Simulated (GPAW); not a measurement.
Crystal: BaTiO3.

```
CELL_PARAMETERS angstrom
2.82737 1.63238 2.31839
-2.82737 1.63238 2.31839
0.00000 -3.26476 2.31839
ATOMIC_POSITIONS crystal
Ba 0.00000 0.00000 0.00000
Ti 0.48450 0.48450 0.48450
O 0.50860 0.01750 0.50860
O 0.01750 0.50860 0.50860
O 0.50860 0.50860 0.01750
```

Program: GPAW 26.7.0. Alike in all runs: task band structure; no spin polarisation; cell as given; cutoff (eV) 800; smearing fermi-dirac 0.05 eV.

Task: Order these runs on this cell by their band gap on the k mesh, lowest first.
A. level PBEsol+U; potentials or basis PAW data sets generated in the run's folder for this functional, pw; U Ti d U = 6 eV; k mesh 5 × 5 × 5; band points 60
B. level PBEsol+U; potentials or basis PAW data sets generated in the run's folder for this functional, pw; U Ti d U = 8 eV; k mesh 5 × 5 × 5; band points 60
C. level PBEsol; potentials or basis PAW data sets generated in the run's folder for this functional, pw; k mesh 5 × 5 × 5; band points 60
D. level LDA; potentials or basis PAW data sets generated in the run's folder for this functional, pw; k mesh 6 × 6 × 6; band points 80
E. level r2SCAN; potentials or basis GPAW PAW data sets (gpaw-data 1.2.1), pw; k mesh 5 × 5 × 5; band points 100

Result: D (2.33 eV), C (2.49 eV), E (2.91 eV), A (3.27 eV), B (3.58 eV).

Caveats: spin-orbit coupling is left out, which moves the levels of the heavy elements; the mesh misses the band edges, which the band path finds closer together (some runs); forces of over 1 eV/Å show positions far from the minimum, so gaps and moduli don't describe the material at rest (some runs).

Not every run made on this cell is shown here.
